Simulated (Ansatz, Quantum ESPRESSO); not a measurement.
**ZnS1-xSex: cell size against composition**

Does the cell follow a straight line between the end members?

Calculated with Quantum ESPRESSO 7.5, PBEsol, GBRV 1.5 ultrasoft potentials, cutoff 680 eV, Fermi–Dirac smearing 0.02 eV, k-mesh 4×4×4, no spin polarisation, no spin-orbit coupling.

The series also meant to hold 0.75 (share of Se on the S sites); those runs didn't finish, missed their thresholds or give no value for this table.

Each composition is one ordered cell of the zinc blende structure with 8 sites to fill (x is the share of Se on the S sites), chosen so that its near-neighbour pairs are as close to random as the cell allows, with cell and atoms relaxed. The cell at x = 0.125: a = 7.6197 Å, b = 7.6197 Å, c = 7.6197 Å, α = 60.00°, β = 60.00°, γ = 60.00°.

```csv
x,formula,space group,volume for each atom (Å³)
0,ZnS,F-43m,19.173
0.125,Zn8SeS7,F-43m,19.552
0.375,Zn8Se3S5,R3m,20.318
0.5,Zn2SeS,Ima2,20.701
0.625,Zn8Se5S3,R3m,21.099
0.875,Zn8Se7S,F-43m,21.898
1,ZnSe,F-43m,22.302
```

**Question.** Fit the trend and give the value at x = 0.25, a row left out above.

The law is y = (1 − x) y0 + x y1 − b x(1 − x). With w = x(1 − x) and δ the distance of each inner row from the straight line, b = −Σδw/Σw².

| x | w | δ |
| --- | --- | --- |
| 0.125 | 0.1094 | −0.012 |
| 0.375 | 0.2344 | −0.028 |
| 0.5 | 0.2500 | −0.036 |
| 0.625 | 0.2344 | −0.030 |
| 0.875 | 0.1094 | −0.013 |

Σδw = −0.02545 and Σw² = 0.1963, so b = 0.130 Å³. At x = 0.25 the law gives 19.931 Å³. The run itself gives 19.931 Å³, so the estimate misses by 0.000 Å³; the fitted rows themselves lie up to 0.004 Å³ off the law.

At x = 0.5 the bowing term is 0.16 % of the value there, against 16.3 % between the ends, so the straight line holds well.

One small ordered cell stands for each composition, so a random alloy may differ.

The same fit over all rows at other levels or in other programs gives b = 0.142 Å³ with PBEsol (Ansatz).

[Logs are printed without paths, hosts, clocks, repeated set-up lines and the standing remarks that a program may print on its own settings, such as how far it seeks lower states.]
